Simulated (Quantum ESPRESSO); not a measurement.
Moving the Hubbard U on W d in WS2

The structure is trigonal, space group R3m (No. 160). Conventional cell: a = 3.158 Å, b = 3.158 Å, c = 18.490 Å, α = 90.00°, β = 90.00°, γ = 120.00°. Around W (site symmetry 3m) lie 6 S at 2.39 to 2.42 Å. S (site symmetry 3m) is surrounded by 3 W at 2.42 Å. Around S (site symmetry 3m) lie 3 W at 2.39 Å.

Measurements of this composition are mostly on another form, of space group No. 194.

Kept alike: task single point; functional PBEsol; k mesh 10 × 10 × 10; occupations fermi-dirac, width 0.05 eV; no spin polarisation. Program: Quantum ESPRESSO, GBRV 1.5 PBEsol, cutoff 762 eV. The mesh is that of the run's cell of 3 atoms. No spin-orbit coupling.

| Hubbard U on W d, U (eV) | pressure (GPa) |
| --- | --- |
| 0 | -0.42 |
| 1 | -0.34 |
| 2 | -0.25 |
| 3 | -0.15 |
| 4 | -0.02 |
| 5 | 0.14 |
| 6 | 0.37 |
| 8 | 1.54 |

Pressure is positive in compression; the values hold the error of the finite cutoff, so their zero can differ a little from the energy's minimum. U acts here on a shell without spin polarisation. How U acts hangs on the program's projectors.

Task: What does the Hubbard U on W d change here?

Result: The pressure rises from -0.42 to 1.54 GPa between 0 and 8 eV. Its step between 6 and 8 is the steepest for its width, which can mark a change of electronic state.
